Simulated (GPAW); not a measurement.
Wanted: an ASE script for a GPAW 26.7.0 run.

- Task: band structure
- Functional: PBEsol
- Potentials or basis: PAW data sets generated in the run's folder for this functional
- Cutoff: 800 eV
- Basis: pw
- k mesh: 7 × 7 × 7
- Occupations: fermi-dirac, width 0.05 eV
- Spin: collinear spin, ferromagnetic start
- Starting moments: [2.0, 0.0] μB
- Maxiter: 150
- Band path: GLB1,BZGX,QFP1Z,LP
- Band points: 100

The system is CoO.

```
Co O
1.0
     1.60222    0.92504    2.56647
    -1.60222    0.92504    2.56647
     0.00000   -1.85008    2.56647
Co O
1 1
Direct
  0.99898 0.99898 0.99898
  0.75102 0.75102 0.75102
```

Measurements of this composition are mostly on another form, of space group No. 225.

One way to write it, as run:

run.py

```python
from ase import Atoms
from ase.dft.bandgap import bandgap
from ase.io import write
from ase.units import GPa
from gpaw import GPAW, PW, setup_paths

setup_paths.insert(0, '.')

atoms = Atoms(['Co', 'O'],
              cell=[[1.6022198417, 0.9250420569, 2.5664708903],
                    [-1.6022198417, 0.9250420569, 2.5664708903],
                    [0.0, -1.8500841138, 2.5664708903]],
              scaled_positions=[[0.99897832, 0.99897832, 0.99897832],
                                [0.75102103, 0.75102103, 0.75102103]],
              pbc=True)
atoms.set_initial_magnetic_moments([2.0, 0.0])

calc = GPAW(mode=PW(800),
            xc='PBEsol',
            kpts={'size': (7, 7, 7), 'gamma': True},
            occupations={'name': 'fermi-dirac', 'width': 0.05},
            nbands=17,
            convergence={'density': 1e-05, 'energy': 1e-05},
            maxiter=150,
            txt='gpaw.txt')
atoms.calc = calc
energy = atoms.get_potential_energy()
forces = atoms.get_forces()
stress = atoms.get_stress()
calc.write('gs.gpw')
write('result.traj', atoms)
print(f'Energy: {energy:.6f} eV')
print('Forces (eV/A):')
print(forces.round(4))
print('Stress (GPa):', (stress / GPa).round(3))
print('Moments:', calc.get_magnetic_moments().round(3))
print('Fermi level:', round(calc.get_fermi_level(), 4), 'eV')
print(f'Gap: {bandgap(calc)[0]:.4f} eV, direct: {bandgap(calc, direct=True)[0]:.4f} eV')

path = atoms.cell.bandpath('GLB1,BZGX,QFP1Z,LP', npoints=100, eps=1e-4)
bs_calc = calc.fixed_density(kpts=path, symmetry='off', nbands=26,
                             convergence={'bands': 'CBM+6.0', 'eigenstates': 1e-6}, txt='bands.txt')
bs = bs_calc.band_structure()
bs.write('bs.json')
print(f'Gap on the path: {bandgap(bs_calc)[0]:.4f} eV')
```

Potentials or basis: PAW data sets generated in the run's folder for this functional, pw.

Run with:

```bash
$ gpaw-setup -f PBEsol Co O
$ OMP_NUM_THREADS=1 python run.py
```

Results of the run:

```
Pressure                : -6.8 GPa
Largest force           : 0.263 eV/Å
Band gap along the path : none (metal or under the smearing width)
Net moment              : 2.78 μB per cell
Site moments            : Co +2.34; O +0.24 μB
```

Caveat: a cell with one magnetic atom can't hold antiferromagnetic order, which such compounds often take; semilocal functionals often make such compounds metallic where correlation or magnetic order opens a gap, which also shifts bond lengths.

Wall time 2 min on 1 thread of Arm Neoverse V1, on a shared host, peak memory 0.33 GiB.
